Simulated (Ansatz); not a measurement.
Ansatz input

```yaml
crystal:
  lattice:
    - [-4.1224801413, 3.8415158198, 1.7182130319]
    - [3.8415158198, -4.1224801413, 1.7182130319]
    - [2.6785430751, 2.6785430751, -2.2327997013]
  atoms:
    - { symbol: Pb, position: [0.991181783, 0.008818217, 1.0] }
    - { symbol: Pb, position: [0.758818217, 0.241181783, 0.5] }
hamiltonian:
  xc: pbe
  pseudopotentials:
    kind: paw
    azcp:
      Pb: "pseudopotentials/Pb.paw.azcp"
basis:
  ecutwfc: 420
  fft_grid_basis: typed
kpoints:
  mp_grid: { grid: [13, 13, 10], shift: [0, 0, 0] }
magnetization:
  spin_polarized: false
scf:
  occupations: { method: fermi_dirac, width: 0.1 }
  lower_state_search: "off"
output:
  stress: true
```

and its output:

```
Engine: ansatz 0.2.0, x86_64-unknown-linux-gnu
Pseudopotentials: kind: paw
Pseudopotential: Pb, paw, valence charge 14, recommended cutoff 420 eV (normal) 
Functional definition: PBE
  parameter kappa = 0.804
  parameter beta = 0.06672455060314922
  exchange = pbe_x(kappa = kappa, mu = beta*pi^2/3)
  correlation = pbe_c(beta = beta)
Crystal: 2 atoms, lattice volume = 68.309 Å³
Basis set: ecut = 420 eV, 1313 PW (Γ)
Bands: 18, of which v1, the nominal top of the filled ones, is band 14 counted from 1 (13 counted from 0)
Symmetry: 4 space group operations
Space group: C2/c (ITA 15), of the structure as read, at distance tolerance 4.1e-5 Å
k-points: 462 of 1690
Non-local potential: Pb, projectors of the file, l = 0: 2, l = 1: 2, l = 2: 2, l = 3: 2
PAW form: soft (Blöchl's): semilocal exchange-correlation on the pseudo side does not see the compensation charge
PAW one-centre angular grid: Pb, 590 points (default); XC on 64 Gauss nodes
Initial density: superposition of atomic densities (neutral atoms: chi_scale 0, normalization atom), corrected by the library's trained network
Initial wavefunctions: pseudopotential atomic-orbital guess
Functional: x = pbe(κ = 0.804, μ = 0.2195149727645171), c = pbe(β = 0.06672455060314922)
SCF iter   1: F=—  HF=-23812.721736 eV  |F-HF|=—  |Δ(HF+E_count)|=         —  Δρ=6.15e-4  dr2=2.56e-4  ethr=1.77e-3  ⟨swp⟩=6.0  Hψ=39481  notcnv=0
SCF iter   2: F=—  HF=-23812.720109 eV  |F-HF|=—  |Δ(HF+E_count)|=   1.63e-3  Δρ=4.43e-4  dr2=1.06e-4  ethr=9.13e-7  ⟨swp⟩=2.2  Hψ=18674  notcnv=0
SCF iter   3: F=—  HF=-23812.720165 eV  |F-HF|=—  |Δ(HF+E_count)|=   5.63e-5  Δρ=2.14e-4  dr2=3.49e-5  ethr=3.78e-7  ⟨swp⟩=2.0  Hψ=10231  notcnv=0
SCF iter   4: F=—  HF=-23812.720183 eV  |F-HF|=—  |Δ(HF+E_count)|=   1.76e-5  Δρ=8.66e-5  dr2=5.73e-6  ethr=1.25e-7  ⟨swp⟩=3.0  Hψ=15056  notcnv=0
SCF iter   5: F=—  HF=-23812.720181 eV  |F-HF|=—  |Δ(HF+E_count)|=   1.34e-6  Δρ=3.06e-5  dr2=8.97e-7  ethr=2.05e-8  ⟨swp⟩=3.0  Hψ=15617  notcnv=0
SCF iter   6: F=-23812.720181 eV  HF=-23812.720181 eV  |F-HF|=2.80e-8  |Δ(HF+E_count)|=   3.00e-7  Δρ=5.60e-6  dr2=5.15e-8  ethr=3.57e-10  ⟨swp⟩=3.2  Hψ=34043  notcnv=0
SCF 1 converged in 6 iterations: F = -23812.720181 eV  dr2 = 5.15e-8
SCF converged after 6 iterations
Free energy (F): -23812.720181 eV
Harris-Foulkes:  -23812.720181 eV  (|F-HF|=2.80e-8)
Internal energy: -23812.678552 eV  (E = F + TS)
E sigma→0 (E₀):  -23812.699366 eV
Entropy (-TS):   -0.041629 eV (-20.815 meV/atom)
Fermi energy:    9.240186 eV
--- Per-component energies (eV) ---
  E_band       = -118.729577
  E_kinetic    = 575.842369
  E_local      = -2220.839922  (includes V_loc(G=0)·N_el)
  E_nonlocal   = 699.068296
  E_hartree    = 880.136310
  E_xc         = -440.377612
  E_vxc        = -263.409449  (∫ρ·V_xc dr)
  E_paw        = -20811.226698  (= ΣΔE_a)
  E_vpaw       = -669.659141  (= ΣTr[D̂ρ^β])
  E_aug_tail   = 0.000093  (compensation charges beyond the density's cutoff)
  E_ewald      = -2495.281387
  E_smearing   = -0.041629  (= −TS)
  E_closure    = 0.000000  (closes the sum)
  Σ components = -23812.720181   (vs F -23812.720181, Δ=0.00e0)
--- Stress (GPa, compression-positive) ---
       -1.519862      -0.034063      -0.131109
       -0.034063      -1.519862      -0.131109
       -0.131109      -0.131109      -1.034455
  P = ⅓ Tr σ = -1.3581 GPa (-13.581 kbar)
```

Launched by

```sh
ansatz run input.yaml --threads 1 --pin off --max-ram 3584MiB --backend cpu --events-out ev --progress --plain --runs-dir out
```

On 1 thread of Intel(R) Xeon(R) Platinum 8259CL CPU @ 2.50GHz (Skylake/Cascade Lake) (shared host) this took about 39 s of wall time and 39 s of CPU time.
